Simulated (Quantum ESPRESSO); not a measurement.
InP:

```
CELL_PARAMETERS angstrom
0.00000 2.93050 2.93050
2.93050 0.00000 2.93050
2.93050 2.93050 0.00000
ATOMIC_POSITIONS crystal
In 0.00000 0.00000 0.00000
P 0.75000 0.75000 0.75000
```

Base run:

| Quantity | Value |
| --- | --- |
| Program | Quantum ESPRESSO 7.5 |
| Functional | LDA |
| Potentials or basis | PseudoDojo 0.4.1 SR LDA stringent |
| Cutoff | 1007 eV |
| Density cutoff | 4027 eV |
| k mesh | 6 × 6 × 6 |
| Occupations | fixed |
| Spin | no spin polarisation |

Its results: band gap on the k mesh, mean-field level 0.48 eV, direct.

Problem. The run is repeated on the same cell with these changes: functional from LDA to PBEsol; potentials or basis from PseudoDojo 0.4.1 SR LDA stringent to PseudoDojo 0.4 SR PBEsol stringent; cutoff from 1007 eV to 1116 eV; density cutoff from 4027 eV to 4463 eV. What comes out?

Solution. Band gap on the k mesh, mean-field level 0.61 eV, direct.

Caveats: spin-orbit coupling is left out, which moves the levels of the heavy elements.

